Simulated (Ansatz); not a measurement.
**ZrS₂: experiment and calculation**

**Measured values to compare with.**

From “High temperature equilibrium of 3D and 2D chalcogenide perovskites”, 2022, arxiv:2212.01429, for a bulk crystal of ZrS2: lattice constant a 3.663 Å; lattice constant c 5.821 Å.

“Stress-Tuned Optical Transitions in Layered 1T-MX2 (M= Hf, Zr, Sn; X= S, Se) Crystals”, 2022, arxiv:2210.12074 quotes, for a bulk crystal of ZrS2: band gap 1.68 eV (indirect).

The runs below are set against these values where they give the same quantity.

The calculation used DFT PBEsol, scalar-relativistic, plane waves, PAW (Ansatz 0.2.0).

Plane waves to 420 eV, a k mesh through Γ of 12×12×6 on the computed 3-atom cell and Gaussian smearing (0.02 eV); no spin polarisation.

Relaxed structure, symmetry kept:

```
Zr S
1.0
     3.62737    0.00000    0.00000
    -1.81369    3.14140    0.00000
     0.00000    0.00000    5.88676
Zr S
1 2
Direct
  0.00000 0.00000 0.00000
  0.66667 0.33333 0.75316
  0.33333 0.66667 0.24684
```

- Space group: P-3m1 (No. 164)
- Volume per atom: 150.9 bohr³
- Formation energy from the elements' standard states (uncorrected): -1.579 eV/atom
- Kohn–Sham band gap: 0.76 eV, indirect from (-0.109, 0.052, 0.000) to L
- Löwdin character of the top 1 eV of the valence band: S 3p 90 %, Zr 4d 7 %
- Löwdin character of the lowest 1 eV of the conduction band: Zr 4d 74 %, S 3p 20 %
- Electron masses at the edge by Cartesian direction of the standard setting (m_e; degenerate bands sorted by energy; no spin-orbit coupling): x: 0.28; y: 1.2; z: 1.1
- Hole masses at the edge by Cartesian direction of the standard setting (m_e; degenerate bands sorted by energy; no spin-orbit coupling): x: 1.4; y: 17; z: 0.30
- Bader charges (e): Zr (1 in the cell) 2.03, S (2 in the cell) -1.01

Each cell of ZrS2 holds layers, and where no dispersion correction was added their binding is poorly described.

A measured lattice constant a of ZrS2 is 3.663 Å (quoted in the paper above); the calculated 3.627 Å misses it by -1.0 %. A measured lattice constant c of ZrS2 is 5.821 Å (quoted in the paper above); the calculated 5.887 Å misses it by +1.1 %. The calculation is for 0 K without zero-point motion. A measured band gap of ZrS2 is 1.68 eV (indirect; quoted in the paper above); the calculated 0.76 eV misses it by -0.92 eV. Kohn–Sham gaps of semilocal functionals fall short of measured ones as a rule; spin-orbit coupling, left out here, would usually lower the calculated gap of a compound with heavy elements.